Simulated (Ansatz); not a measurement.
An Ansatz run on CdSe, 4H polytype left the output below. It starts from the PBE minimum.

Structure:
```cif
data_structure
_symmetry_space_group_name_H-M 'P 1'
_symmetry_Int_Tables_number 1
_cell_length_a 4.3827
_cell_length_b 4.3827
_cell_length_c 14.3053
_cell_angle_alpha 90.000
_cell_angle_beta 90.000
_cell_angle_gamma 120.000
_cell_volume 237.96
loop_
_atom_site_label
_atom_site_type_symbol
_atom_site_fract_x
_atom_site_fract_y
_atom_site_fract_z
_atom_site_occupancy
Cd1 Cd 0.00000 0.00000 0.99984 1
Cd2 Cd 0.33333 0.66667 0.24997 1
Cd3 Cd 0.00000 0.00000 0.49984 1
Cd4 Cd 0.66667 0.33333 0.74997 1
Se1 Se 0.00000 0.00000 0.18747 1
Se2 Se 0.33333 0.66667 0.43773 1
Se3 Se 0.00000 0.00000 0.68747 1
Se4 Se 0.66667 0.33333 0.93773 1
```

The log, with set-up remarks and timings taken out:
```
Crystal: 8 atoms, lattice volume = 237.964 Å³
Basis set: ecut = 420 eV, 4685 PW (Γ)
Bands: 87, of which v1, the nominal top of the filled ones, is band 72 counted from 1 (71 counted from 0)
Symmetry: 12 space group operations
Space group: P63mc (ITA 186)
k-points: 14 of 72
preconditioner: auto → Resta (q_TF=auto, 2.509 Å⁻¹)  ε∞=4.1  [insulator: Δε(μ)=0.350 eV  σ=0.020 eV  ℏωp=20.4 eV]
SCF 1 converged in 8 iterations: F = -54437.516608 eV  dr2 = 1.21e-8
relax step 1: F+E_penalty+E_count = -54437.51660765 eV  max|allowed force component| = 2.618e-3 eV/Å  Δτ_max = 0.0000 Å  P = -2.550 GPa  Ω = 237.964 Å³
SCF 2 converged in 7 iterations: F = -54437.588578 eV  dr2 = 5.34e-8
relax step 2: F+E_penalty+E_count = -54437.58857796 eV  max|allowed force component| = 6.830e-3 eV/Å  Δτ_max = 0.0010 Å  P = +1.829 GPa  Ω = 217.796 Å³
SCF 3 converged in 6 iterations: F = -54437.626792 eV  dr2 = 1.70e-7
relax step 3: F+E_penalty+E_count = -54437.62679235 eV  max|allowed force component| = 1.236e-3 eV/Å  Δτ_max = 0.0010 Å  P = -0.179 GPa  Ω = 225.789 Å³
SCF 4 converged in 5 iterations: F = -54437.627347 eV  dr2 = 1.07e-8
relax step 4: F+E_penalty+E_count = -54437.62734652 eV  max|allowed force component| = 2.842e-4 eV/Å  Δτ_max = 0.0002 Å  P = -0.006 GPa  Ω = 225.036 Å³
SCF 5 converged in 6 iterations: F = -54437.625235 eV  dr2 = 3.00e-11
relax step 5: F+E_penalty+E_count = -54437.62523532 eV  max|allowed force component| = 2.850e-4 eV/Å  Δτ_max = 0.0000 Å  P = -0.004 GPa  Ω = 225.036 Å³  (SCF on a basis re-selected at this cell)
Free energy (F): -54437.625235 eV
Fermi energy:    7.608480 eV
--- Per-component energies (eV) ---
  E_band       = -3578.847989
  E_kinetic    = 2494.204565
  E_local      = -25539.989279
  E_nonlocal   = -2224.227945
  E_hartree    = 12127.098969
  E_xc         = -1114.159308
  E_vxc        = -1275.243140
  E_paw        = -23527.346050
  E_vpaw       = -1287.787493
  E_ewald      = -16658.605468
  E_core_change = 5.401641
--- Stress (GPa, compression-positive) ---
       -0.004319       0.000000       0.000000
        0.000000      -0.004319       0.000000
        0.000000       0.000000      -0.004320
  P = ⅓ Tr σ = -0.0043 GPa (-0.043 kbar)
--- Relaxed structure (4 steps of the walk, 4 accepted, 1 SCFs on fresh bases) ---
  F+E_penalty+E_count = -54437.62523532 eV   max|allowed force component| = 2.850e-4 eV/Å
  cell:  # Å, volume = 225.0356 Å³
    - [4.302070, 0.000000, 0.000000]
    - [-2.151035, 3.725702, 0.000000]
    - [0.000000, 0.000000, 14.039955]
  atoms:
    - { symbol: Cd, position: [0.000000, 0.000000, -0.000160] }
    - { symbol: Cd, position: [0.333333, 0.666667, 0.249953] }
    - { symbol: Cd, position: [0.000000, 0.000000, 0.499840] }
    - { symbol: Cd, position: [0.666667, 0.333333, 0.749953] }
    - { symbol: Se, position: [0.000000, 0.000000, 0.187473] }
    - { symbol: Se, position: [0.333333, 0.666667, 0.437735] }
    - { symbol: Se, position: [0.000000, 0.000000, 0.687473] }
    - { symbol: Se, position: [0.666667, 0.333333, 0.937735] }
```

**Question.** Reconstruct the input.

**Answer.**
```yaml
crystal:
  # lattice and atoms as above
kpoints:
  mp_grid: { grid: [6, 6, 2] }
hamiltonian:
  xc: pbesol
scf:
  occupations: { method: fermi_dirac, width: 0.02 }
relax:
  f_tol: 0.005
  cell: {}
```
The relax steps with a changing cell volume need the relax block with cell. The lines shown narrow the functional down without fixing it; this is the one that was run. This is the file that was run; thresholds and some counts can't be read off the log exactly.

Run as `ansatz run input.yaml --threads 4 --pin off --max-ram 7372MiB --backend cpu --events-out ev --progress --plain --runs-dir out`. It took 34 s on 4 threads of Intel(R) Xeon(R) Processor @ 2.70GHz, with other jobs on the host, load about 0.8 per core; peak host memory 0.85 GiB.

All values are calculated for a non-magnetic cell, which may be hypothetical.
